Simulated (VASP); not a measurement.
# PbSe (Fmm2) in VASP: single point with PBE

Aim: the single point of PbSe with PBE.

All numbers are computed with VASP 6.6.1; they aren't measurements. Logs are shortened: lines on timing, memory, paths and dates and some standing lists are left out, and cuts for length are marked.

### Step 1. The crystal as given

The structure is orthorhombic, space group Fmm2 (No. 42). The conventional cell has a = 6.236 Å, b = 24.002 Å, c = 6.251 Å, α = 90.00°, β = 90.00°, γ = 90.00°. Pb (site symmetry m) has 5 Se at 2.83 to 3.21 Å as nearest neighbours. Se (site symmetry m) is surrounded by 5 Pb at 2.83 to 3.21 Å.

The cell comes from a database or a generator and needn't be the stable form of this composition.

### Step 2. Single point, PBE

Input file INCAR:

```
SYSTEM = PbSe
ALGO = Fast
EDIFF = 1E-6
ENCUT = 520
GGA = PE
ISIF = 2
ISMEAR = 0
LASPH = .TRUE.
LCHARG = .FALSE.
LREAL = .FALSE.
LWAVE = .FALSE.
NBANDS = 28
NELM = 100
PREC = Accurate
SIGMA = 0.05
```

Input file KPOINTS:

```
k-points
0
G
  6 6 6
  0 0 0
```

Input file POSCAR:

```
PbSe
1.0
    0.0000000000     12.0007990000      3.1254420000
    3.1181510000      0.0000000000      3.1254420000
    3.1181510000     12.0007990000      0.0000000000
Pb Se
2 2
Direct
    0.1907300000      0.8052670000      0.1947330000
    0.8052670000      0.1907300000      0.8092700000
    0.6744230000      0.2955810000      0.7044190000
    0.2955810000      0.6744230000      0.3255770000
```

Potentials or basis: VASP PAW PBE potentials, release 64 (Pb_d, Se).

Run with:

```console
$ cat potpaw_PBE.64/Pb_d/POTCAR potpaw_PBE.64/Se/POTCAR > POTCAR
$ mpirun -np 1 vasp_std > vasp.out
```

OUTCAR:

```text
SYSTEM = PbSe
   EDIFF = 1E-6
   ENCUT = 520
   GGA = PE
   ISIF = 2
   ISMEAR = 0
   LASPH = .TRUE.
   LREAL = .FALSE.
   NELM = 100
   PREC = Accurate

 ion  position               nearest neighbor table
   1  0.191  0.805  0.195-   4 2.83   3 3.05   3 3.12   3 3.12   3 3.21
   2  0.805  0.191  0.809-   3 2.83   4 3.05   4 3.12   4 3.12   4 3.21
   3  0.674  0.296  0.704-   2 2.83   1 3.05   1 3.12   1 3.12   1 3.21
   4  0.296  0.674  0.326-   1 2.83   2 3.05   2 3.12   2 3.12   2 3.21

  LATTYP: Found a face centered orthorhombic cell.
 ALAT       =     6.2363020000
 B/A-ratio  =     1.0023382447
 C/A-ratio  =     3.8486907786

  Lattice vectors:

 A1 = (   0.0000000000,  12.0007990000,   3.1254420000)
 A2 = (  -3.1181510000,  12.0007990000,   0.0000000000)
 A3 = (  -3.1181510000,   0.0000000000,   3.1254420000)

Analysis of symmetry for initial positions (statically):
=====================================================================
 Subroutine PRICEL returns:
 Original cell was already a primitive cell.

 Routine SETGRP: Setting up the symmetry group for a
 face centered orthorhombic supercell.

 Subroutine GETGRP returns: Found  4 space group operations
 (whereof  4 operations were pure point group operations)
 out of a pool of  8 trial point group operations.

The static configuration has the point symmetry C_2v.

Analysis of symmetry for dynamics (positions and initial velocities):
=====================================================================
 Subroutine PRICEL returns:
 Original cell was already a primitive cell.

 Routine SETGRP: Setting up the symmetry group for a
 face centered orthorhombic supercell.

 Subroutine GETGRP returns: Found  4 space group operations
 (whereof  4 operations were pure point group operations)
 out of a pool of  8 trial point group operations.

The dynamic configuration has the point symmetry C_2v.

 Subroutine INISYM returns: Found  4 space group operations
 (whereof  4 operations are pure point group operations),
 and found     1 'primitive' translations

----------------------------------------------------------------------------------------

                                     Primitive cell

  volume of cell :     233.9100

  direct lattice vectors                    reciprocal lattice vectors
     0.000000000 12.000799000  3.125442000    -0.160351439  0.041663893  0.159977373
     3.118151000  0.000000000  3.125442000     0.160351439 -0.041663893  0.159977373
     3.118151000 12.000799000  0.000000000     0.160351439  0.041663893 -0.159977373

[... 90 lines left out ...]
   NSW    =      0    number of steps for IOM
   IBRION =     -1    ionic relax: 0-MD 1-quasi-New 2-CG
   NFREE  =      0    steps in history (QN), initial steepest desc. (CG)
   ISIF   =      2    stress and relaxation
   ISYM   =      2    0-nonsym 1-usesym 2-fastsym
   POTIM  = 0.5000    time-step for ionic-motion
   TEBEG  =    0.0;   TEEND  =   0.0 temperature during run
   PSTRESS=    0.0 pullay stress
   NELECT =      40.0000    total number of electrons
   NUPDOWN=      -1.0000    fix difference up-down
   EMIN   =  10.00;   EMAX   =-10.00  energy-range for DOS
   EFERMI =   0.00;   METHOD = LEGACY
   ISMEAR =     0;   SIGMA  =   0.05  broadening in eV -4-tet -1-fermi 0-gaus
   EFERMI_NEDOS =   21; number of points for ismear=-14 and -15
   IALGO  =     68    algorithm
   IMIX   =      4    mixing-type and parameters
     AMIX     =   0.40;   BMIX     =  1.00
     AMIX_MAG =   1.60;   BMIX_MAG =  1.00
  volume/ion in A,a.u.               =      58.48       394.63
  Fermi-wavevector in a.u.,A,eV,Ry     =   0.908682  1.717160 11.234370  0.825703
  Thomas-Fermi vector in A             =   2.032637
   LORBIT       =      0    0 simple, 1 ext, 2 COOP (PROOUT), +10 PAW based schemes
   GGA     = PE    functional components
   LHFCALC =     F    Hartree Fock is set to
   AEXX    =    0.0000 exact exchange contribution
   IVDW    =     0    specifies the selected vdW correction
   LEPSILON=     F    determine dielectric tensor
   LRPA    =     F    only Hartree local field effects (RPA)
 non-spin polarized calculation
 RMM-DIIS sequential band-by-band and
 Gauss-broadening in eV      SIGMA  =   0.05
  energy-cutoff  :      520.00
  volume of cell :      233.91
 maximum number of plane-waves:      6336
 NGX is ok and might be reduce to    96
   NGX = 45   NGY = 17   NGZ = 45

 number of electron      40.0000002 magnetization

 Free energy of the ion-electron system (eV)
  ---------------------------------------------------
  ext. energy  EPLUGINS =         0.00000000
  ---------------------------------------------------
  free energy    TOTEN  =       -16.10596417 eV

  energy without entropy =      -16.10596417  energy(sigma->0) =      -16.10596417

 E-fermi :  -0.0362     XC(G=0):  -5.5785

 val. band max:       -0.2876523573   @ k =  -0.3333  -0.0000   0.1667
 cond. band min:       1.3936260189   @ k =  -0.3333  -0.0000   0.1667
 fundamental gap:      1.6812783762
 Fermi energy:        -0.0362483150

 k-point     1 :       0.0000    0.0000    0.0000
  band No.  band energies     occupation
      1     -16.6124      2.00000
      2     -16.5267      2.00000
      3     -16.5139      2.00000
      4     -16.5106      2.00000
      5     -16.5081      2.00000
      6     -16.5059      2.00000
[... 733 lines left out ...]
     27       5.4577      0.00000
     28       6.0164      0.00000

 [... further k-points ...]

------------------------ aborting loop because EDIFF is reached ----------------------------------------

  FORCE on cell =-STRESS in cart. coord.  units (eV):
  Direction    XX          YY          ZZ          XY          YZ          ZX
  --------------------------------------------------------------------------------------
  -------------------------------------------------------------------------------------
  Total       -0.0680955     -0.0352395     -0.0894301      0.0000000      0.0000000      0.0000000
  in kB       -0.4664231     -0.2413747     -0.6125554      0.0000000      0.0000000      0.0000000
  external PRESSURE =      -0.4401177 kB  Pullay stress =       0.0000000 kB

 VOLUME and BASIS-vectors are now :
 -----------------------------------------------------------------------------
  energy-cutoff  :      520.00
  volume of cell :      233.91
      direct lattice vectors                 reciprocal lattice vectors
     0.000000000 12.000799000  3.125442000    -0.160351439  0.041663893  0.159977373
     3.118151000  0.000000000  3.125442000     0.160351439 -0.041663893  0.159977373
     3.118151000 12.000799000  0.000000000     0.160351439  0.041663893 -0.159977373

 POSITION                                       TOTAL-FORCE (eV/Angst)
 -----------------------------------------------------------------------------------
      3.11815      4.62586      3.11293         0.000000     -0.011468     -0.019592
      3.11815     19.37573      3.11293         0.000000      0.011468     -0.019592
      3.11815     16.54721      3.03169         0.000000      0.010984      0.019592
      3.11815      7.45439      3.03169         0.000000     -0.010984      0.019592
 -----------------------------------------------------------------------------------
    total drift:                               -0.000023     -0.000009     -0.000042

  FREE ENERGIE OF THE ION-ELECTRON SYSTEM (eV)
  ---------------------------------------------------
  free  energy   TOTEN  =       -16.1059641718 eV

  energy  without entropy=      -16.1059641718  energy(sigma->0) =      -16.10596417
```

OSZICAR:

```text
N       E                     dE             d eps       ncg     rms          rms(c)
DAV:   1     0.392160439006E+03    0.39216E+03   -0.17282E+04  2600   0.125E+03
DAV:   2     0.304897864686E+02   -0.36167E+03   -0.35247E+03  2732   0.335E+02
DAV:   3    -0.147665574788E+02   -0.45256E+02   -0.44556E+02  3340   0.144E+02
DAV:   4    -0.168255559685E+02   -0.20590E+01   -0.20515E+01  3024   0.379E+01
DAV:   5    -0.169013558015E+02   -0.75800E-01   -0.75787E-01  3464   0.731E+00    0.409E+00
RMM:   6    -0.161472086443E+02    0.75415E+00   -0.99332E-01  2937   0.414E+00    0.224E+00
RMM:   7    -0.161227100443E+02    0.24499E-01   -0.44933E-01  3572   0.306E+00    0.128E+00
RMM:   8    -0.161138987428E+02    0.88113E-02   -0.59050E-02  2945   0.185E+00    0.335E-01
RMM:   9    -0.161052428404E+02    0.86559E-02   -0.16905E-02  3471   0.110E+00    0.142E-01
RMM:  10    -0.161036379670E+02    0.16049E-02   -0.11572E-02  3647   0.602E-01    0.118E-01
RMM:  11    -0.161038895603E+02   -0.25159E-03   -0.37603E-03  4020   0.302E-01    0.467E-02
RMM:  12    -0.161053645490E+02   -0.14750E-02   -0.56729E-04  3107   0.191E-01    0.177E-02
RMM:  13    -0.161058129334E+02   -0.44838E-03   -0.23144E-04  3390   0.102E-01    0.222E-02
RMM:  14    -0.161059339930E+02   -0.12106E-03   -0.10989E-04  3497   0.592E-02    0.820E-03
RMM:  15    -0.161059598804E+02   -0.25887E-04   -0.21812E-05  3100   0.310E-02    0.467E-03
RMM:  16    -0.161059634404E+02   -0.35599E-05   -0.53404E-06  2813   0.173E-02    0.113E-03
RMM:  17    -0.161059641718E+02   -0.73144E-06   -0.10394E-06  2308   0.866E-03
   1 F= -.16105964E+02 E0= -.16105964E+02  d E =-.324078E-13
```

stdout:

```text
POSCAR found type information on POSCAR PbSe
 POSCAR found :  2 types and       4 ions
 scaLAPACK will be used
 LDA part: xc-table for (Slater+PW92), standard interpolation
 POSCAR, INCAR and KPOINTS ok, starting setup
 FFT: planning ... GRIDC
 FFT: planning ... GRID_SOFT
 FFT: planning ... GRID
 WAVECAR not read
 entering main loop
```

It took 8.6 min on 1 thread of Intel Xeon 6975P-C (Granite Rapids), shared host; peak memory 0.82 GiB.

What came out:

```
Free energy            : -16.1060 eV
Pressure               : 0.0 GPa
Largest force          : 0.023 eV/Å
Band gap on the k mesh : 1.68 eV, direct
```

Forces in eV/Å, atoms in the order of the input:
```
Pb   0.000 -0.011 -0.020
Pb   0.000  0.011 -0.020
Se   0.000  0.011  0.020
Se   0.000 -0.011  0.020
```

Levels at points of the mesh, in eV from the valence-band top:
```csv
k point,band 18,band 19,band 20,band 21,band 22,band 23
"(0.00, 0.00, 0.00)",-1.22,-1.21,-0.36,2.27,4.00,4.64
"(0.50, 0.00, 0.00)",-0.80,0.00,0.00,1.68,1.68,2.62
"(0.50, 0.50, 0.00)",-2.56,-1.26,-1.24,3.75,3.79,5.21
"(0.50, 0.00, 0.50)",-1.22,-1.21,-0.37,2.16,4.64,4.78
"(0.00, 0.50, 0.50)",-2.56,-1.26,-1.24,3.77,3.77,5.20
```

Caveat: spin-orbit coupling is left out, which as a rule narrows the gap of such compounds by several tenths of an eV.
